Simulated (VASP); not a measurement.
Here is a VASP 6.6.1 calculation.

Contents of INCAR:

```
PREC     = Accurate       # precision mode
ENCUT    = 520            # plane-wave cutoff, eV
EDIFF    = 1E-7           # SCF threshold, eV
ISMEAR   = -1             # smearing method
SIGMA    = 0.05           # smearing width, eV
LREAL    = False          # projectors in reciprocal space
LASPH    = True           # aspherical terms in the spheres
NELM     = 150            # most SCF steps
ALGO     = Fast           # electronic algorithm
ISIF     = 2              # what is computed and relaxed
LWAVE    = False          # write WAVECAR
LCHARG   = False          # write CHGCAR
ISPIN    = 2              # spin polarisation
MAGMOM   = 1              # initial moments
LORBIT   = 11             # projections on sites
LMAXMIX  = 6              # l up to which the mixer works
GGA      = PE             # functional
NBANDS   = 22             # bands
```

File KPOINTS:

```
regular mesh
0
Gamma
  9 9 9
```

POSCAR

```
Yb
1.0
   -2.1936796540      2.1936796540      2.1936796540
    2.1936796540     -2.1936796540      2.1936796540
    2.1936796540      2.1936796540     -2.1936796540
Yb
1
Direct
    0.0000000000      0.0000000000      0.0000000000
```

Potentials or basis: VASP PAW PBE potentials, release 64 (Yb).

Run with:

```sh
$ cat potpaw_PBE.64/Yb/POTCAR > POTCAR
$ mpirun -np 1 vasp_std > vasp.out
```

Predict the net moment.

0.00 μB per cell.

What does it give for the band gap on the k mesh?

None (metal or under the smearing width).

What does it give for the pressure?

-3.0 GPa.

Caveat: spin-orbit coupling is left out, which moves the levels of the heavy elements. The state reached can hang on the start; a lower one may exist.
